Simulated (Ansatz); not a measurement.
# SiC: the band gap up the ladder of functionals

An exercise on one series of results from a longer session: the logs are not shown, and one member is left open.

The runs shown are made with Ansatz 0.2.0. PAW datasets, plane waves. No spin polarisation and no zero-point or thermal motion.

## The system as given

The cell was relaxed beforehand with r2SCAN.

The symmetry is F-43m (No. 216, cubic); conventional cell a = 4.356 Å, 10.33 Å³ an atom. Si has 4 C at 1.89 Å; C has 4 Si at 1.89 Å.

Coordinates:

```cif
data_structure
_symmetry_space_group_name_H-M 'P 1'
_symmetry_Int_Tables_number 1
_cell_length_a 3.0802
_cell_length_b 3.0802
_cell_length_c 3.0802
_cell_angle_alpha 60.000
_cell_angle_beta 60.000
_cell_angle_gamma 60.000
_cell_volume 20.66
loop_
_atom_site_label
_atom_site_type_symbol
_atom_site_fract_x
_atom_site_fract_y
_atom_site_fract_z
_atom_site_occupancy
Si1 Si 0.00000 0.00000 0.00000 1
C1 C 0.25000 0.25000 0.25000 1
```

Set-up of the first run:

Input file input.yaml:

```yaml
crystal:
  lattice:
    - [0.0, 2.1780503294, 2.1780503294]
    - [2.1780503294, 0.0, 2.1780503294]
    - [2.1780503294, 2.1780503294, 0.0]
  atoms:
    - { symbol: Si, position: [0.0, 0.0, 0.0] }
    - { symbol: C, position: [0.25, 0.25, 0.25] }
kpoints:
  mp_grid: { grid: [10, 10, 10] }
  band_path:
    path:
      - [[0.0, 0.0, 0.0], [-0.5, -0.5, -3.012001790631e-34], [-0.375, -0.375, 0.25]]
      - [[-0.375, 1.926237003456e-17, 0.375], [0.0, 0.0, 0.0], [-9.669382786259e-18, -9.669382786259e-18, 0.5], [-0.5, -0.25, 0.25], [-0.5, -0.5, -3.012001790631e-34]]
    npoints: 10
hamiltonian:
  xc: pbe
scf:
  occupations: { method: fermi_dirac, width: 0.02 }
  n_extra_bands: 4
output:
  forces: true
  stress: true
  eigenvalues: true
```

Run with:

```bash
$ ansatz run input.yaml --threads 1 --pin off --max-ram 2304MiB --backend cpu --events-out ev --progress --plain --runs-dir out
```

Among the steps run: PBE band path; r2SCAN; HSE06; PBE0 at the same geometry; LDA at the same geometry; One-shot GW from PBE; Quasiparticle levels, G0W0@PBE; DDH-PBE0 at the same geometry; r2SCANh at the same geometry; r2SCAN0.

One table of the session follows, with a row left open; its other results are not shown here.

| level | gap (eV) |
| --- | --- |
| PBE | 1.36 |
| r2SCAN | 1.71 |
| HSE06 | 2.23 |
| PBE0 | 2.95 |
| LDA | 1.32 |
| G0W0@PBE (61 empty bands) | 2.11 |
| G0W0@PBE (153 empty bands) | 2.27 |
| DDH-PBE0 | 2.26 |
| r2SCANh | 2.29 |
| r2SCAN0 | ? |

**Question.** Estimate the row for r2SCAN0.

Worked estimate for «gap (eV)». Against the share of exact exchange, r2SCAN (0, 1.71), r2SCANh (0.1, 2.29) give a slope of 5.80 per unit share; at 0.25 the line stands at 3.16.

The run gave: gap (eV): 3.17. In «gap (eV)» the line misses by -0.01.

Meshes: PBE 10×10×10, r2SCAN 10×10×10, HSE06 8×8×8, PBE0 8×8×8, LDA 10×10×10, DDH-PBE0 8×8×8, r2SCANh 8×8×8, r2SCAN0 8×8×8

To keep in mind: Warnings in the runs' records: stress scf threshold loose, stress exchange threshold loose.
